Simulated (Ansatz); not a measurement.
# SiGe in Ansatz: the effect of functional

SiGe:

```
CELL_PARAMETERS angstrom
3.98103 0.00000 0.00000
-1.99051 3.44767 0.00000
0.00000 0.00000 6.57730
ATOMIC_POSITIONS crystal
Ge 0.33333 0.66667 0.00039
Ge 0.66667 0.33333 0.50039
Si 0.33333 0.66667 0.37461
Si 0.66667 0.33333 0.87461
```

The cell comes from a database or a generator and needn't be the stable form of this composition.

The cell isn't the ideal one: volume scaled by 1.06.

Alike in all runs:

| Property | Result |
| --- | --- |
| Program | Ansatz 0.2.0 |
| Task | single point |
| Potentials or basis | Ansatz PAW |
| k mesh | 8 × 8 × 4 |
| Occupations | fermi-dirac, width 0.05 eV |
| Spin | no spin polarisation |

```tsv
functional	cutoff	gap on the mesh (eV)	pressure (GPa)	largest force (eV/Å)
LDA	420 eV (not typed: the program's choice for these potentials)	0.19	-5.9	0.02
PBEsol	420 eV (not typed: the program's choice for these potentials)	?	?	?
r2SCAN	500 eV (not typed: the program's choice for these potentials)	0.61	-4.3	0.01
```

Problem. What does the run with functional PBEsol give?

Solution. gap on the mesh 0.24 eV; pressure -4.3 GPa; largest force 0.01 eV/Å.

Caveats: the PAW data sets come from PBE, with cores solved anew for the run's functional, which leaves a small shift of forces and pressure.

A k mesh can miss the band edges.
